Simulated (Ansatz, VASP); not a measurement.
**Two plane-wave programs on SiO2**

```
Si O
1.0
    -2.37405    2.37405    3.74400
     2.37405   -2.37405    3.74400
     2.37405    2.37405   -3.74400
Si O
2 4
Direct
  0.00000 0.00000 0.00000
  0.75000 0.25000 0.50000
  0.99838 0.62500 0.87338
  0.37500 0.24838 0.37338
  0.75162 0.12500 0.12662
  0.87500 0.00162 0.62662
```

Alike in both runs: task single point; functional LDA; k mesh 6 × 6 × 6; occupations gaussian, width 0.1 eV; no spin polarisation.

```csv
,VASP,Ansatz
version,VASP 6.6.1,Ansatz 0.2.0
potentials or method,"VASP PAW LDA potentials, release 64 (Si, O)","scalar-relativistic, plane waves, PAW"
plane-wave cutoff (eV),520,420
valence electrons in the cell,32,32
```

```tsv
	VASP	Ansatz	Ansatz less VASP
gap on the k mesh at the Fermi level (eV)	5.82	5.82	+0.001
least direct gap on the mesh (eV)	5.82	5.82	+0.001
pressure (GPa)	-2.3	-2.9	-0.59
largest component of the traceless stress (GPa)	1.28	1.35	+0.070
rms of the force components (eV/Å)	0.119	0.136	+0.0168
```

Atom by atom the forces differ by 0.017 eV/Å (rms over components).

A k mesh can miss the band edges. LDA gaps usually lie below the measured ones, often by a third to a half.
